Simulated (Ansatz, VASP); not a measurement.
# SnTe3: VASP beside Ansatz

```
Sn Te
1.0
     0.00000    3.86122    3.86122
     3.86122    0.00000    3.86122
     3.86122    3.86122    0.00000
Sn Te
1 3
Direct
  0.00000 0.00000 0.00000
  0.25000 0.25000 0.25000
  0.75000 0.75000 0.75000
  0.50000 0.50000 0.50000
```

The cell comes from a database or a generator and needn't be the stable form of this composition.

Alike in both runs: task single point; functional BLYP; k mesh 4 × 4 × 4; occupations fermi-dirac, width 0.05 eV; no spin polarisation.

|  | VASP | Ansatz |
| --- | --- | --- |
| version | VASP 6.6.1 | Ansatz 0.2.0 |
| potentials or method | VASP PAW PBE potentials, release 64 (Sn_d, Te) | plane waves, PAW |
| plane-wave cutoff (eV) | 520 | 550 |
| valence electrons in the cell | 32 | 62 |

```csv
,VASP,Ansatz,Ansatz less VASP
pressure (GPa),5.9,5.8,-0.13
```

The functional is the same, so the differences come from potentials, cutoffs and numerics. The two sets of potentials don't hold the same shells in valence.

Caveats: the PAW data sets were made with another functional, which shifts forces and pressure a little (VASP). Spin-orbit coupling is left out, which matters for the levels of Te.
